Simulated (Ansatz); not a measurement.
# Sb monolayer: modes against uniaxial strain along the armchair direction, normal to a, with the width clamped, part 2 of 2

Aim: how do the optical modes of Sb monolayer shift and split under this strain?

Ansatz 0.2.0; DFT PBE, scalar-relativistic, plane waves, PAW; PAW set soft_1.

So far. Step 3 (Tight relaxation): The largest force component left is 0.70 meV/Å, within the tolerances set.

## (4) Modes at rest

Phonons follow from the second derivative of the energy, found here by linear response.

The modes at rest are the reference of the series.

input.yaml

```yaml
crystal:
  lattice:
    - [4.1232575468, 0.0, 0.0]
    - [-2.0616287734, 3.5708457818, 0.0]
    - [0.0, 0.0, 27.08]
  atoms:
    - { symbol: Sb, position: [0.3333333333, 0.6666666667, 0.3994369938] }
    - { symbol: Sb, position: [0.6666666667, 0.3333333333, 0.3391154434] }
  periodic: [true, true, false]
kpoints:
  mp_grid: { grid: [9, 9, 1] }
hamiltonian:
  xc: pbe
  pseudopotentials: { kind: paw, azcp: { folder: soft_1 } }
scf:
  occupations: { method: fixed }
output:
  eigenvalues: true
phonons:
  method: dfpt
```

On the command line:

```
$ ansatz run input.yaml --threads 4 --pin off --max-ram 16384MiB --backend cpu --events-out ev --progress --plain --runs-dir out
```

Numbers of over 12 decimals in the logs are rounded to 6 here.

What it wrote:

```text
Warning: crystal.symmetry: narrowed to the stabiliser of the run's FFT grids — unitary ops 12 → 6. A phonons.method: dfpt run fills in the rows of the dynamical matrix that it does not solve by its symmetry operations, which is exact only for operations that map its FFT grids onto themselves: filled in by any other, the frequencies could depend on the order in which like atoms are typed, or, by more than the grids' own error, on where the crystal sits among the grids' points. Excluded: 6 operations. The run can therefore solve more perturbations, solve them on more k-points, or both, and cost more. [rest of the remark cut]
[...]
Crystal: 2 atoms, lattice volume = 398.713 Å³
Basis set: ecut = 420 eV, 7687 PW (Γ), exchange–correlation on 60×60×384 points (8 copies of the dense FFT grid, shifted against one another)
Bands: 19, of which v1, the nominal top of the filled ones, is band 15 counted from 1 (14 counted from 0)
Symmetry: 12 space group operations
k-points: 25 of 81 (irreducible under 2 space group operations, time reversal used)
[...]
SCF iter   9: F=-12968.992117 eV  HF=-12968.992117 eV  |F-HF|=3.27e-11  |Δ(HF+E_count)|=  2.38e-10  Δρ=4.77e-8  dr2=8.33e-12  ethr=1.00e-12  ⟨swp⟩=22.4  Hψ=4853  notcnv=0
SCF 1 converged in 9 iterations: F = -12968.992117 eV  dr2 = 8.33e-12
[...]
DFPT response loops at Γ: preconditioner auto → none (the input reference at scf.mixing.eps_inf says where Resta's filter doesn't serve); β = 0.50; Broyden in place of MSR1
SCF converged after 9 iterations
Free energy (F): -12968.992117 eV
[...]
Internal energy: -12968.992117 eV  (E = F + TS)
E sigma→0 (E₀):  -12968.992117 eV
Fermi energy:    -4.845027 eV
[...]
--- Band table (eV; the first three rows and the last of 25) ---
  k-point 0: bands = [... 11 lower, -11.1350, -5.4167, -4.8450, -4.8450, -3.2585, -2.0516, -2.0516, -0.5312]
  k-point 1: bands = [... 11 lower, -11.1355, -5.9174, -5.3662, -5.1250, -2.7625, -1.9995, -1.7858, -0.3598]
  k-point 2: bands = [... 11 lower, -11.2460, -7.1994, -5.6554, -5.3336, -3.3564, -1.4013 (-1.4013°), -1.3448, -0.0376]
  k-point 24: bands = [... 11 lower, -12.0011, -7.5002, -7.4741, -5.6646, -2.5210, -2.3295, -0.9939, 0.9650]
  ° read free of the cell's end (the report's vacuum.weakly_bound_levels)
--- Phonons (Γ-DFPT): 4 representative perturbations + reference, on 25 of 81 k-points (Σ response iterations 16) ---
  ASR residual: 1.364e-4 → 0.000e0 eV/Å²; symmetrization residual: 9.139e-6 eV/Å²
  The last average, over the group as it would stand without the narrowing to the FFT grids, took up to 1.776e-15 eV/Å² of the zone centre's force constants
  ASR residual per site (eV/Å²): 1.31e-4 1.36e-4
  Γ frequencies (cm⁻¹): 0.00 0.00 0.00 158.94 158.94 198.35
  non-analytic LO–TO correction: not included (Born effective charges unavailable; polar crystals: no LO–TO splitting at Γ)
```

Wall time 27 s (4 threads of Arm Neoverse V1, shared host); peak memory 1.1 GiB.

In the SCF lines HF is the Harris–Foulkes energy and dr2 the Hartree energy of the density residual, in eV; the loop may stop once dr2 is under the threshold and the program's other checks hold. Hψ counts applications of the Hamiltonian.

This step gave:

```yaml
sum_rule_residual_before_enforcement: 1.36e-4 eV/Å²
point_group: -3m
highest_optical_mode_at_the_zone_centre_no_lo_to_term: 198.3 cm⁻¹
lowest_optical_zone_centre_mode: 158.9 cm⁻¹
```

Patterns of degenerate modes are one choice out of their space. Modes at Γ:

| mode | frequency (cm⁻¹) | symmetry |
| --- | --- | --- |
| 1 | 0.0 | acoustic |
| 2 | 0.0 | acoustic |
| 3 | 0.0 | acoustic |
| 4 | 158.9 | Eg |
| 5 | 158.9 | Eg |
| 6 | 198.3 | A1g |

Displacements in mode 4 (158.9 cm⁻¹), the largest set to 1:
```
Sb1  1.00  0.00  0.00
Sb2 -1.00  0.00  0.00
```

Displacements in mode 6 (198.3 cm⁻¹), the largest set to 1:
```
Sb1  0.00  0.00  1.00
Sb2  0.00  0.00 -1.00
```

Before it was imposed, the acoustic sum rule was missed by 1.4e-4 eV/Å². Small misses are needed for a sound result but don't prove that mesh and cutoff are converged. The lowest optical mode is real, 159 cm⁻¹.

## (5) A member of the series: uniaxial strain of +5 % along the armchair direction, normal to a, with the width clamped

The cell takes a uniaxial strain of +5 % along the armchair direction, normal to a, with the width clamped. The cell is held, and the atoms relax in it.

input.yaml

```yaml
crystal:
  lattice:
    - [4.1232575468, 0.0, 0.0]
    - [-2.0616287734, 3.7493880709, 0.0]
    - [0.0, 0.0, 27.08]
  atoms:
    - { symbol: Sb, position: [0.3349133255, 0.6698266511, 0.3988892315] }
    - { symbol: Sb, position: [0.6650866745, 0.3301733489, 0.3396632057] }
  periodic: [true, true, false]
kpoints:
  mp_grid: { grid: [9, 9, 1] }
hamiltonian:
  xc: pbe
  pseudopotentials: { kind: paw, azcp: { folder: soft_1 } }
scf:
  occupations: { method: gaussian, width: 0.02 }
output:
  forces: true
  stress: true
  eigenvalues: true
relax:
  adjacent_minimum: "off"
  f_tol: 0.001
  max_steps: 60
```

What it wrote:

```text
[...]
--- Relaxed structure (4 steps of the walk, 3 accepted, 0 SCFs on fresh bases) ---
  F+E_penalty+E_count = -12968.95810741 eV   max|allowed force component| = 2.162e-4 eV/Å
  cell:  # Å, volume = 418.6485 Å³
    - [4.1232575468, 0.0, 0.0]
    - [-2.0616287734, 3.7493880709, 0.0]
    - [0.0, 0.0, 27.08]
  atoms:
    - { symbol: Sb, position: [0.335223, 0.670446, 0.398754] }
    - { symbol: Sb, position: [0.664777, 0.329554, 0.339798] }
[key lines of the parts left out:]
SCF converged after 3 iterations
Free energy (F): -12968.958107 eV
Fermi energy:    -4.322615 eV
P = ½ c Tr σ = -0.8397 N/m
```

Elapsed: 14 s, on 4 threads; peak memory 0.7 GiB; 52 s of CPU time.

Hardly anything moved in the relaxation; the energy changed by under 0.2 meV an atom.

This step gave:

- gap on the k-mesh: 1.209 eV
- area per atom: 7.73 Å²

The largest force component left is 0.22 meV/Å.

## (6) Zone-centre modes of the member: uniaxial strain of +5 % along the armchair direction, normal to a, with the width clamped

The zone-centre modes follow for uniaxial strain of +5 % along the armchair direction, normal to a, with the width clamped.

input.yaml, the sections that differ from step 5:

```yaml
crystal:
  lattice:
    - [4.1232575468, 0.0, 0.0]
    - [-2.0616287734, 3.7493880709, 0.0]
    - [0.0, 0.0, 27.08]
  atoms:
    - { symbol: Sb, position: [0.3352227825, 0.670445565, 0.3987540658] }
    - { symbol: Sb, position: [0.6647772175, 0.329554435, 0.3397983714] }
  periodic: [true, true, false]
scf:
  occupations: { method: fixed }
output:
  eigenvalues: true
phonons:
  method: dfpt
# kpoints, hamiltonian: as in step 5
# relax: removed
```

What it wrote:

```text
[...]
Crystal: 2 atoms, lattice volume = 418.648 Å³
Basis set: ecut = 420 eV, 8121 PW (Γ), exchange–correlation on 60×60×384 points (8 copies of the dense FFT grid, shifted against one another)
Bands: 19, of which v1, the nominal top of the filled ones, is band 15 counted from 1 (14 counted from 0)
Symmetry: 4 space group operations
k-points: 25 of 81 (irreducible under 2 space group operations, time reversal used)
[...]
SCF iter   9: F=-12968.958107 eV  HF=-12968.958107 eV  |F-HF|=2.36e-11  |Δ(HF+E_count)|=  5.46e-10  Δρ=7.25e-8  dr2=3.68e-11  ethr=1.00e-12  ⟨swp⟩=22.2  Hψ=4915  notcnv=0
SCF 1 converged in 9 iterations: F = -12968.958107 eV  dr2 = 3.68e-11
[...]
SCF converged after 9 iterations
Free energy (F): -12968.958107 eV
[...]
Internal energy: -12968.958107 eV  (E = F + TS)
E sigma→0 (E₀):  -12968.958107 eV
Fermi energy:    -4.927047 eV
[...]
--- Band table (eV; the first three rows and the last of 25) ---
  k-point 0: bands = [... 11 lower, -11.0709, -5.3356, -5.1983, -4.9270, -3.7181, -2.3324, -2.1665, -0.5075]
  k-point 1: bands = [... 11 lower, -11.1099, -6.2271, -5.2366, -5.1543, -2.8769, -2.5209, -1.9225, -0.3693]
  k-point 2: bands = [... 11 lower, -11.3225, -7.2852, -5.5983, -5.2994, -3.2690, -1.7048, -1.5063, -0.0651]
  k-point 24: bands = [... 11 lower, -12.0857, -7.5388, -7.3816, -5.6137, -2.5102, -2.4223, -1.5376, 0.5901]
[...]
ASR residual: 1.344e-4 → 0.000e0 eV/Å²; symmetrization residual: 4.430e-6 eV/Å²
[...]
ASR residual per site (eV/Å²): 1.19e-4 1.34e-4
  Γ frequencies (cm⁻¹): 0.00 0.00 0.00 151.25 156.51 191.99
[...]
```

Elapsed: 40 s, on 4 threads; peak memory 1.2 GiB; 2.5 min of CPU time.

This step gave:

| Property | Result |
| --- | --- |
| sum-rule residual before enforcement | 1.34e-4 eV/Å² |
| point group | 2/m |
| highest optical mode at the zone centre (no LO-TO term) | 192.0 cm⁻¹ |
| lowest optical zone-centre mode | 151.2 cm⁻¹ |

Patterns of degenerate modes are one choice out of their space. Modes at Γ:

| mode | frequency (cm⁻¹) | symmetry |
| --- | --- | --- |
| 1 | 0.0 | acoustic |
| 2 | 0.0 | acoustic |
| 3 | 0.0 | acoustic |
| 4 | 151.2 | Ag |
| 5 | 156.5 | Bg |
| 6 | 192.0 | Ag |

The lowest optical mode is real, 151 cm⁻¹, and the highest lies at 192.0 cm⁻¹.

Between step 4 and this run (strain 5 %) the value for the highest optical mode at the zone centre (no LO-TO term) moves from 198 cm⁻¹ to 192 cm⁻¹ (-3 %).

## (7) A member of the series: uniaxial strain of -3 % along the armchair direction, normal to a, with the width clamped

The cell takes a uniaxial strain of -3 % along the armchair direction, normal to a, with the width clamped. The cell is held, and the atoms relax in it.

input.yaml, the sections that differ from step 6:

```yaml
crystal:
  lattice:
    - [4.1232575468, 0.0, 0.0]
    - [-2.0616287734, 3.4637204084, 0.0]
    - [0.0, 0.0, 27.08]
  atoms:
    - { symbol: Sb, position: [0.3323443661, 0.6646887321, 0.3997101822] }
    - { symbol: Sb, position: [0.6676556339, 0.3353112679, 0.338842255] }
  periodic: [true, true, false]
scf:
  occupations: { method: gaussian, width: 0.02 }
output:
  forces: true
  stress: true
  eigenvalues: true
relax:
  adjacent_minimum: "off"
  f_tol: 0.001
  max_steps: 60
# kpoints, hamiltonian: as in step 6
# phonons: removed
```

What it wrote:

```text
[...]
Crystal: 2 atoms, lattice volume = 386.751 Å³
Basis set: ecut = 420 eV, 7543 PW (Γ), exchange–correlation on 60×54×384 points (8 copies of the dense FFT grid, shifted against one another)
Bands: 19, of which v1, the nominal top of the filled ones, is band 15 counted from 1 (14 counted from 0)
Symmetry: 4 space group operations
[...]
° read free of the cell's end (the report's vacuum.weakly_bound_levels)
--- Relaxed structure (4 steps of the walk, 3 accepted, 0 SCFs on fresh bases) ---
  F+E_penalty+E_count = -12968.97816580 eV   max|allowed force component| = 3.421e-4 eV/Å
  cell:  # Å, volume = 386.7515 Å³
    - [4.1232575468, 0.0, 0.0]
    - [-2.0616287734, 3.4637204084, 0.0]
    - [0.0, 0.0, 27.08]
  atoms:
    - { symbol: Sb, position: [0.331794, 0.663587, 0.399847] }
    - { symbol: Sb, position: [0.668206, 0.336413, 0.338705] }
[key lines of the parts left out:]
SCF converged after 4 iterations
Free energy (F): -12968.978166 eV
Fermi energy:    -4.088084 eV
P = ½ c Tr σ = 0.6305 N/m
```

Elapsed: 13 s, on 4 threads; peak memory 0.68 GiB; 47 s of CPU time.

Relaxation path:

| step | energy less that of the first step (eV) | largest force component (eV/Å) |
| --- | --- | --- |
| 1 | 0.0000 | 0.0702 |
| 2 | 0.0009 | 0.1455 |
| 3 | -0.0004 | 0.0025 |
| 4 | -0.0004 | 0.0003 |

Relaxation step 2 was tried and not accepted.

Forces are held to the 4 operations that the run works with; a distortion that breaks them can't arise in this run.

The relaxed structure:

```xyz
2
Lattice="4.1233 0.0000 0.0000 -2.0616 3.4637 0.0000 0.0000 0.0000 27.0800" Properties=species:S:1:pos:R:3
Sb    0.0000    2.2985   10.8279
Sb    2.0616    1.1652    9.1721
```

Numbers from this step:

* gap on the k-mesh: 0.9040 eV
* area per atom: 7.141 Å²

The largest force component left is 0.34 meV/Å.

## (8) Zone-centre modes of the member: uniaxial strain of -3 % along the armchair direction, normal to a, with the width clamped

The zone-centre modes follow for uniaxial strain of -3 % along the armchair direction, normal to a, with the width clamped.

input.yaml, the sections that differ from step 7:

```yaml
crystal:
  lattice:
    - [4.1232575468, 0.0, 0.0]
    - [-2.0616287734, 3.4637204084, 0.0]
    - [0.0, 0.0, 27.08]
  atoms:
    - { symbol: Sb, position: [0.3317936473, 0.6635872946, 0.3998473339] }
    - { symbol: Sb, position: [0.6682063527, 0.3364127054, 0.3387051033] }
  periodic: [true, true, false]
scf:
  occupations: { method: fixed }
output:
  eigenvalues: true
phonons:
  method: dfpt
# kpoints, hamiltonian: as in step 7
# relax: removed
```

What it wrote:

```text
[...]
Crystal: 2 atoms, lattice volume = 386.751 Å³
Basis set: ecut = 420 eV, 7543 PW (Γ), exchange–correlation on 60×60×384 points (8 copies of the dense FFT grid, shifted against one another)
Bands: 19, of which v1, the nominal top of the filled ones, is band 15 counted from 1 (14 counted from 0)
Symmetry: 4 space group operations
[...]
k-point 24: bands = [... 11 lower, -11.9440, -7.5281, -7.4608, -5.6898, -2.5309, -2.2912, -0.6664, 1.0616]
  ° read free of the cell's end (the report's vacuum.weakly_bound_levels)
[...]
ASR residual: 1.018e-4 → 0.000e0 eV/Å²; symmetrization residual: 3.434e-5 eV/Å²
[...]
ASR residual per site (eV/Å²): 9.52e-5 1.02e-4
  Γ frequencies (cm⁻¹): 0.00 0.00 0.00 160.17 162.05 202.31
[...]
[key lines of the parts left out:]
SCF converged after 9 iterations
Free energy (F): -12968.978166 eV
Fermi energy:    -4.539949 eV
```

It took 36 s on 4 threads; peak memory 1.1 GiB.

This step gave:

- sum-rule residual before enforcement: 1.02e-4 eV/Å²
- highest optical mode at the zone centre (no LO-TO term): 202.3 cm⁻¹
- lowest optical zone-centre mode: 160.2 cm⁻¹

Patterns of degenerate modes are one choice out of their space. Modes at Γ:

| mode | frequency (cm⁻¹) | symmetry |
| --- | --- | --- |
| 1 | 0.0 | acoustic |
| 2 | 0.0 | acoustic |
| 3 | 0.0 | acoustic |
| 4 | 160.2 | Bg |
| 5 | 162.1 | Ag |
| 6 | 202.3 | Ag |

The lowest optical mode is real, 160 cm⁻¹, and the highest lies at 202.3 cm⁻¹.

## (9) The series together

The members are set side by side, also those not shown above.

Energies are extrapolated to zero smearing, and E0 is that at rest; the cell is clamped and the atoms are relaxed. State of the crystal along the series:

| strain (%) | E - E0 (meV/atom) | gap on mesh (eV) |
| --- | --- | --- |
| -3 | 6.976 | 0.904 |
| -2 | 3.047 | 1.044 |
| -1 | 0.7468 | 1.181 |
| 0 | 0 | 1.313 |
| 1 | 0.7289 | 1.304 |
| 2 | 2.864 | 1.293 |
| 3 | 6.333 | 1.282 |
| 4 | 11.07 | 1.269 |
| 5 | 17 | 1.209 |

Optical modes are counted from below at rest and tracked from member to member by their patterns, and modes that stay within 0.3 cm⁻¹ of each other stand once; labels, where given, are those at rest, then, where named, those of the strained cell; the cell is clamped and the atoms are relaxed. Optical modes along the series:

| strain (%) | optical mode 1 Eg to Ag single part (cm⁻¹) | optical mode 2 Eg to Bg single part (cm⁻¹) | optical mode 3 A1g to Ag (cm⁻¹) |
| --- | --- | --- | --- |
| -3 | 162.1 | 160.2 | 202.3 |
| -2 | 161.2 | 159.8 | 201 |
| -1 | 160.1 | 159.4 | 199.7 |
| 0 | 158.9 | 158.9 | 198.3 |
| 1 | 157.7 | 158.5 | 197.1 |
| 2 | 156.3 | 158 | 195.8 |
| 3 | 154.7 | 157.5 | 194.5 |
| 4 | 153 | 157 | 193.2 |
| 5 | 151.2 | 156.5 | 192 |

Value and slope at zero strain of a cubic (a lower polynomial where under five rows exist) through the rows within 2 % of rest. Slopes at rest:

| mode | frequency (cm⁻¹) | shift per percent of strain (cm⁻¹) |
| --- | --- | --- |
| optical mode 1 Eg to Ag single part | 158.9 | -1.23 |
| optical mode 2 Eg to Bg single part | 159 | -0.43 |
| optical mode 3 A1g to Ag | 198.4 | -1.3 |

## (10) What came out

```json
{
 "members": "9",
 "highest optical mode at the zone centre (no LO-TO term), at rest": "198.3 cm⁻¹",
 "optical mode 1 Eg to Ag single part, shift per percent": "-1.23 cm⁻¹",
 "optical mode 2 Eg to Bg single part, shift per percent": "-0.43 cm⁻¹",
 "optical mode 3 A1g to Ag, shift per percent": "-1.30 cm⁻¹"
}
```

What this shows: The strain lowers the symmetry: the level at 158.9 cm⁻¹ splits, into 151.2 and 156.5 cm⁻¹ at +5 %. The fastest shift in the table of slopes is -1.3 cm⁻¹ for each percent (optical mode 3 A1g to Ag). The width is clamped, so the contraction across the strain that a free sheet shows is left out. These are harmonic frequencies at zero temperature: anharmonic shifts, linewidths and thermal expansion are left out. Spin-orbit coupling is left out, which can matter for the heavy elements here. The starting cell was built on a prototype and not taken from a measurement. Only the zone centre was solved, so an instability at another wavevector cannot show here. In a sheet the LO-TO splitting vanishes at the zone centre, so no such term is missing here.

[Logs are printed without paths, hosts, clocks, repeated set-up lines and the standing remarks that a program may print on its own settings, such as how far it seeks lower states.]

[Hosts, paths, dates, database ids (printed as entryN), source tags and the programs' standing remarks are cut or masked in the printed files.]
